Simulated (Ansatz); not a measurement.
Levels of theory on LiH (COD cell start)

The compound was started in one structure type and brought to zero pressure at each level (plane-wave PAW code Ansatz, Gaussian smearing of 0.05 eV, scalar-relativistic unless SOC, spin–orbit coupling, is named).

The start was a cell as deposited in COD.

The cell at PBEsol (neighbours within 15 % of each site's shortest distance, so a longer bond may be listed from one end only): Symmetry: Fm-3m, No. 225, cubic system. The conventional cell has a = 3.980 Å, b = 3.980 Å, c = 3.980 Å, α = 90.00°, β = 90.00°, γ = 90.00°. Li (site symmetry m-3m) is surrounded by 6 H at 1.99 Å. H (site symmetry m-3m) has 6 Li at 1.99 Å as nearest neighbours.

```tsv
level	cutoff (eV)	k-mesh	final group	a (Å)	V (Å³/atom)	gap (eV)	B0 (GPa)	E_f (eV/atom)
PBEsol	420	14×14×14	Fm-3m	3.980	7.88	2.73	37	-0.45
```

Q: Predict the results of PBE (420 eV, 14×14×14 mesh).

A: final group Fm-3m, a (Å) 4.007, V (Å³/atom) 8.04, gap (eV) 2.99, B0 (GPa) 36, E_f (eV/atom) -0.42.

Volumes against PBE: PBEsol −2.0 %. PBEsol < PBE is the usual order of volumes: a stronger gradient correction lowers the energy of inhomogeneous, expanded densities and so lengthens the bonds (here 0.7 % in length from PBEsol to PBE, a third of the change in volume). The formation energy spans 0.03 eV/atom over the functionals (PBEsol lowest, PBE highest); the spread holds the functional's effect on the elements as well as on the compound.

The PAW datasets are PBE ones. Gaps are (generalised) Kohn–Sham gaps. E_f is the formation energy from the elements run alike, at 0 K, without zero-point energy or any correction for the binding of gas molecules; it is good to about 0.01 eV/atom as a calculation.

All runs used the PAW datasets of the set soft_2.
